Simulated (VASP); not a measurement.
Calculation: LDA (Ceperley-Alder, Perdew-Zunger), VASP's LDA PAW potentials (set 64) (plane waves; VASP 6.6.1).

Input for VASP

### POSCAR
```
ZrO2
1.0
  0.0000000000   2.4618780085   2.4618780085
  2.4618780085   0.0000000000   2.4618780085
  2.4618780085   2.4618780085   0.0000000000
Zr O
1 2
Cartesian
  0.0000000000   0.0000000000   0.0000000000
  1.2309390042   1.2309390042   1.2309390042
  3.6928170127   3.6928170127   3.6928170127
```

INCAR:
```
ALGO = Normal
EDIFF = 1E-6
EDIFFG = -0.02
ENCUT = 620
IBRION = 2
ISIF = 3
ISMEAR = 0
LASPH = .TRUE.
LCHARG = .FALSE.
LMAXMIX = 4
LREAL = .FALSE.
LWAVE = .FALSE.
NELM = 100
NSW = 40
PREC = Accurate
PSTRESS = 200
SIGMA = 0.05
SYSTEM = ZrO2
```

### KPOINTS
```
Automatic mesh
0
Gamma
8 8 8
0 0 0
```

POTCAR, in this order: Zr_sv O (LDA.64 set). Program: vasp_std.

The run wrote:

**OSZICAR**
```
       N       E                     dE             d eps       ncg     rms          rms(c)
DAV:   1     0.213625964765E+03    0.21363E+03   -0.16331E+04   928   0.178E+03
DAV:   2    -0.282249431486E+02   -0.24185E+03   -0.23692E+03  1160   0.426E+02
DAV:   3    -0.370005614686E+02   -0.87756E+01   -0.87679E+01  1408   0.824E+01
DAV:   4    -0.372717995183E+02   -0.27124E+00   -0.27120E+00  1240   0.105E+01
DAV:   5    -0.372754539783E+02   -0.36545E-02   -0.36544E-02  1280   0.114E+00    0.313E+01
DAV:   6    -0.313697944612E+02    0.59057E+01   -0.32773E+01  1000   0.470E+01    0.134E+01
DAV:   7    -0.313019363851E+02    0.67858E-01   -0.12501E+00  1304   0.936E+00    0.820E+00
DAV:   8    -0.312545771275E+02    0.47359E-01   -0.14869E-01  1208   0.403E+00    0.426E-01
DAV:   9    -0.312527688364E+02    0.18083E-02   -0.21236E-02  1160   0.101E+00    0.291E-01
DAV:  10    -0.312527560083E+02    0.12828E-04   -0.45169E-03  1168   0.673E-01    0.169E-01
DAV:  11    -0.312527330687E+02    0.22940E-04   -0.11443E-03  1144   0.303E-01    0.114E-01
DAV:  12    -0.312526949398E+02    0.38129E-04   -0.16233E-04  1144   0.106E-01    0.883E-03
DAV:  13    -0.312526948068E+02    0.13297E-06   -0.79912E-06  1120   0.251E-02
   1 F= -.27527500E+02 E0= -.27527500E+02  d E =-.275275E+02
```

OUTCAR:
```
------------------------ aborting loop because EDIFF is reached ----------------------------------------
  FORCE on cell =-STRESS in cart. coord.  units (eV):
  Direction    XX          YY          ZZ          XY          YZ          ZX
  --------------------------------------------------------------------------------------
  Total        3.6850777      3.6850777      3.6850777     -0.0000000     -0.0000000      0.0000000
  in kB      197.8461683    197.8461683    197.8461683     -0.0000000     -0.0000000      0.0000000
  external PRESSURE =      -2.1538317 kB  Pullay stress =     200.0000000 kB
  volume of cell :       29.84
      direct lattice vectors                 reciprocal lattice vectors
     0.000000000  2.461878008  2.461878008    -0.203096985  0.203096985  0.203096985
     2.461878008  0.000000000  2.461878008     0.203096985 -0.203096985  0.203096985
     2.461878008  2.461878008  0.000000000     0.203096985  0.203096985 -0.203096985
 POSITION                                       TOTAL-FORCE (eV/Angst)
 -----------------------------------------------------------------------------------
      0.00000      0.00000      0.00000         0.000000      0.000000     -0.000000
      1.23094      1.23094      1.23094        -0.000000     -0.000000     -0.000000
      3.69282      3.69282      3.69282        -0.000000      0.000000      0.000000
 -----------------------------------------------------------------------------------
    total drift:                                0.000000      0.000000      0.000000
  FREE ENERGIE OF THE ION-ELECTRON SYSTEM (eV)
  ---------------------------------------------------
  free  energy   TOTEN  =       -31.2526948068 eV

  energy  without entropy=      -31.2526948068  energy(sigma->0) =      -31.25269481
  enthalpy is  TOTEN    =       -27.5274999424 eV   P V=        3.7251948644

 reached required accuracy - stopping structural energy minimisation
```
(Selected blocks of OUTCAR.)

### OUTCAR
```
 val. band max:        8.1252663368   @ k =   0.5000   0.5000   0.0000

 cond. band min:      11.6121822153   @ k =   0.0000   0.0000   0.0000


 Fermi energy:         8.3400080234

 k-point     1 :       0.0000    0.0000    0.0000
  band No.  band energies     occupation
      1     -39.1682      2.00000
      2     -17.1604      2.00000
      3     -17.1604      2.00000
      4     -17.1604      2.00000
      5     -10.2822      2.00000
      6      -7.2380      2.00000
      7       2.2309      2.00000
      8       2.2309      2.00000
      9       2.2309      2.00000
     10       7.5468      2.00000
     11       7.5468      2.00000
     12       7.5468      2.00000
     13      11.6122      0.00000
     14      11.6122      0.00000
     15      15.2629      0.00000
     16      18.7745      0.00000

 k-point     2 :       0.1250    0.0000    0.0000
  band No.  band energies     occupation
      1     -39.1561      2.00000
      2     -17.3468      2.00000
      3     -17.1768      2.00000
      4     -17.1768      2.00000
      5      -9.9827      2.00000
      6      -7.4467      2.00000
      7       2.4033      2.00000
      8       2.4033      2.00000
      9       2.7486      2.00000
     10       7.1723      2.00000
     11       7.2173      2.00000
     12       7.2173      2.00000
     13      11.9773      0.00000
     14      11.9773      0.00000
     15      15.7116      0.00000
     16      18.1262      0.00000

 k-point     3 :       0.2500    0.0000    0.0000
  band No.  band energies     occupation
      1     -39.1269      2.00000
      2     -17.7503      2.00000
      3     -17.2160      2.00000
      4     -17.2160      2.00000
      5      -9.3949      2.00000
      6      -7.7582      2.00000
      7       2.8181      2.00000
      8       2.8181      2.00000
      9       3.9261      2.00000
     10       6.4242      2.00000
     11       6.6769      2.00000
     12       6.6769      2.00000
     13      12.4941      0.00000
...
```

The compound is ZrO2 in the fluorite structure, the high-temperature cubic form, which is unstable at 0 K; the monoclinic form is the stable one. It was relaxed first under an external pressure of 20 GPa.
